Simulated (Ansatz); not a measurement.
# Sc₂Al: how the energy converges with the cutoff

Sc₂Al, P1, a = 4.898 Å, b = 4.931 Å, c = 6.175 Å, α, β, γ = 89.6°, 91.2°, 120.6°. Ansatz: PBEsol, PAW, cutoff varied, Γ-centred 8×8×6 mesh on 6 atoms, Gaussian smearing 0.10 eV; no spin polarisation. Single points at one geometry with displaced atoms, the cutoff alone changed; ΔE is the energy at zero smearing over the run at 600 eV. The runs up to 350 eV lie under the cutoff recommended for these PAW datasets.

| cutoff (eV) | ΔE (meV/atom) |
| --- | --- |
| 200 | 1700.04 |
| 250 | 257.03 |
| 300 | ? |
| 350 | 3.54 |
| 420 | 0.48 |

Task: Assume ΔE falls exponentially with the cutoff, fit y = ln ΔE against x, the cutoff in eV, to the other rows, and predict the missing value.

Result: y = 7.438, 5.549, 1.264, -0.734. Means x = 305.0, y = 3.3792; Σ(Δx)² = 29300, ΣΔxΔy = -1114; the slope is their ratio. y = 14.97 − 0.03801 x, a factor of ten per 61 eV. At 300 eV this gives ΔE = 35.41 meV/atom. The run gave 30.34, a ratio of 1.17. Between neighbouring rows the decay runs from a factor of ten per 54 eV to one per 81 eV, so one exponential is only a rough guide.

6 further runs of this set didn't finish or converge.

Cost: 6 runs of about 4.5 core-minutes in all, on Intel Xeon Platinum 8259CL (Skylake/Cascade Lake) (shared hosts).